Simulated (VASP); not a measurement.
Given:

```
CELL_PARAMETERS angstrom
      2.69000     0.00000     0.00000
      0.00000     2.69000     0.00000
      0.00000     0.00000     3.70000
ATOMIC_POSITIONS crystal
  Co 0.00000 0.00000 0.00000
  Pt 0.50000 0.50000 0.50000
```
Starting moments (μB, in the order of the record's atoms Co Pt): 2.0 0.0.

Computed with PBEsol GGA, VASP's PBE PAW potentials (set 64) (plane waves; VASP). Run with 520 eV cut-off, 12×12×9 Γ-centred mesh, first-order Methfessel-Paxton smearing of 0.10 eV, potentials Co Pt.

Energy and stress use the plane-wave basis of the starting cell.

### Question
The ions, cell shape and volume are relaxed. Which structure does the run end with?

### Answer

```
CELL_PARAMETERS angstrom
      2.65878     0.00000     0.00000
      0.00000     2.65878     0.00000
      0.00000     0.00000     3.65491
ATOMIC_POSITIONS crystal
  Co 0.00000 0.00000 0.00000
  Pt 0.50000 0.50000 0.50000
```
Space group P4/mmm (123), at a tolerance of 0.03 Å. The cell ends with 2.22 μB, on the sites 1.84 0.39 μB.

### Question
How do energy and volume change from the first to the last step?

### Answer
The energy (σ→0) changes by -12.4 meV/atom and the volume by -3.5 %, in 5 ionic steps.

```json
[
 {"step": "1", "E(σ→0) (eV)": "-14.8204", "max force (eV/Å)": "0.000", "pressure (GPa)": "-8.22", "volume (Å³)": "26.77"},
 {"step": "2", "E(σ→0) (eV)": "-14.7503", "max force (eV/Å)": "0.000", "pressure (GPa)": "19.54", "volume (Å³)": "24.20"},
 {"step": "3", "E(σ→0) (eV)": "-14.8451", "max force (eV/Å)": "0.000", "pressure (GPa)": "-0.34", "volume (Å³)": "25.87"},
 {"step": "4", "E(σ→0) (eV)": "-14.8451", "max force (eV/Å)": "0.000", "pressure (GPa)": "0.01", "volume (Å³)": "25.84"},
 {"step": "5", "E(σ→0) (eV)": "-14.8451", "max force (eV/Å)": "0.000", "pressure (GPa)": "0.02", "volume (Å³)": "25.84"}
]
```

The compound is CoPt in the L1_0 structure. This run relaxes it. Symmetry was kept, so distortions that lower it aren't found.
